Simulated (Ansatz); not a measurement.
Input of an Ansatz 0.2.0 run:

input.yaml

```yaml
crystal:
  lattice:
    - [6.1535771931, -1.8834685, 0.0]
    - [6.1535771931, 1.8834685, 0.0]
    - [-1.9283261078, 0.0, 6.3289668713]
  atoms:
    - { symbol: Ti, position: [0.900071, 0.900071, 0.289602] }
    - { symbol: Ti, position: [0.195286, 0.195286, 0.283762] }
    - { symbol: Ti, position: [0.099929, 0.099929, 0.710398] }
    - { symbol: Ti, position: [0.804714, 0.804714, 0.716238] }
    - { symbol: O, position: [0.361931, 0.361931, 0.293397] }
    - { symbol: O, position: [0.2634885, 0.2634885, 0.6525] }
    - { symbol: O, position: [0.8671885, 0.8671885, 0.995291] }
    - { symbol: O, position: [0.7365115, 0.7365115, 0.3475] }
    - { symbol: O, position: [0.9416475, 0.9416475, 0.630021] }
    - { symbol: O, position: [0.1328115, 0.1328115, 0.004709] }
    - { symbol: O, position: [0.638069, 0.638069, 0.706603] }
    - { symbol: O, position: [0.0583525, 0.0583525, 0.369979] }
hamiltonian:
  xc: revpbe
  pseudopotentials: { kind: paw }
kpoints:
  mp_grid: { grid: [8, 8, 4] }
scf:
  occupations: { method: fermi_dirac, width: 0.05 }
output:
  forces: true
  stress: true
relax:
  f_tol: 0.01
  max_steps: 40
  cell: { stress_tol: 0.05 }
```

Potentials or basis: Ansatz PAW.

Run with:

```sh
$ ansatz run input.yaml --threads 2 --pin off --max-ram 5120MiB --backend cpu --events-out ev --progress --plain --runs-dir out
```

Problem. What does it give for the relaxed cell?

Solution. a = 6.445 Å, b = 6.445 Å, c = 6.678 Å, α = 106.20°, β = 106.20°, γ = 34.04°.

Problem. Estimate the space group after relaxing (to 0.05 Å).

Solution. C2/m (No. 12).

Problem. What does it give for the band gap on the k mesh?

Solution. 2.74 eV.

Problem. Estimate the relaxed volume.

Solution. 12.38 Å³/atom.

Forces in eV/Å, atoms in the order of the input:
```
Ti   0.001  0.000  0.002
Ti  -0.001  0.000  0.000
Ti  -0.001  0.000 -0.002
Ti   0.001  0.000  0.000
O    0.000  0.000  0.001
O    0.001  0.000 -0.001
O    0.000  0.000  0.000
O   -0.001  0.000  0.001
O    0.001  0.000  0.000
O    0.000  0.000  0.000
O    0.000  0.000 -0.001
O   -0.001  0.000  0.000
```

Caveat: the plane-wave basis is chosen anew once the cell has moved, so the energies of steps on either side of that aren't comparable; the pressure holds a Pulay correction of +0.6 GPa for the finite cutoff; the PAW data sets come from PBE, with cores solved anew for the run's functional, which leaves a small shift of forces and pressure. A hybrid or GW would open this gap; revPBE tends to underestimate it.
